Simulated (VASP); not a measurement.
# Sr: equation of state with PBE

The system is Sr.

```xyz
1
Lattice="-2.4350 2.4350 2.4350 2.4350 -2.4350 2.4350 2.4350 2.4350 -2.4350" Properties=species:S:1:pos:R:3 pbc="T T T"
Sr    0.0000    0.0000    0.0000
```

This isn't the form of Sr at room conditions, which is fcc.

```
Program                : VASP 6.6.1
Task                   : equation of state
Functional             : PBE
Potentials or basis    : VASP PAW PBE potentials, release 64 (Sr_sv)
Cutoff                 : 520 eV
k mesh                 : 8 × 8 × 8
Occupations            : fermi-dirac, width 0.05 eV
Spin                   : no spin polarisation
Further INCAR settings : ALGO = Normal; EDIFF = 1e-07; NBANDS = 11
```

```yaml
Equilibrium_volume: "54.06 Å³/atom (rough: see the caveat)"
Bulk_modulus: 12.0 GPa (rough)
```

Energy against volume, from the lowest point:
```tsv
volume (Å³/atom)	energy (meV/atom)
54.286	0.00
55.441	1.23
56.596	4.10
57.751	8.41
58.906	14.03
60.061	20.80
61.216	28.62
```

All runs of the series together: 110 s on 1 thread of Intel(R) Xeon(R) Platinum 8488C (Sapphire Rapids) (shared host).

Caveat: the minimum lies outside the volumes run.
